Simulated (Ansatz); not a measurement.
Crystal: Al.

```xyz
1
Lattice="0.0000 2.0248 2.0248 2.0248 0.0000 2.0248 2.0248 2.0248 0.0000" Properties=species:S:1:pos:R:3 pbc="T T T"
Al    0.0000    0.0000    0.0000
```

- Program: Ansatz 0.2.0
- Task: relaxation of cell and atoms
- Functional: PBEsol
- Potentials or basis: Ansatz PAW
- Cutoff: 420 eV (not typed: the program's choice for these potentials)
- k mesh: 11 × 11 × 11
- Occupations: fermi-dirac, width 0.05 eV
- Spin: no spin polarisation

At the start: volume 16.60 Å³/atom.

**Question.** Where does the relaxation end?

**Answer.** It ends after 4 steps and the volume is 16.21 Å³/atom (-2.4 %); space group Fm-3m (No. 225, to 0.05 Å).

The path:
```
step  energy change (eV)  largest force (eV/Å)  volume (Å³)
   1              0.0000                0.0000        16.60
   2             -0.0025                0.0000        16.13
   3             -0.0026                0.0000        16.21
   4             -0.0025                0.0000        16.21
```

Final structure:
```yaml
crystal:
  lattice:
    - [0.00000, 2.00868, 2.00868]
    - [2.00868, 0.00000, 2.00868]
    - [2.00868, 2.00868, 0.00000]
  atoms:
    - { symbol: Al, position: [0.00000, 0.00000, 0.00000] }
```

The cell as given is a measured one (16.60 Å³/atom); PBEsol puts the equilibrium volume -2.4 % from it, thermal expansion not counted.

Caveat: the plane-wave basis is chosen anew once the cell has moved, so the energies of steps on either side of that aren't comparable; the PAW data sets come from PBE, with cores solved anew for the run's functional, which leaves a small shift of forces and pressure.
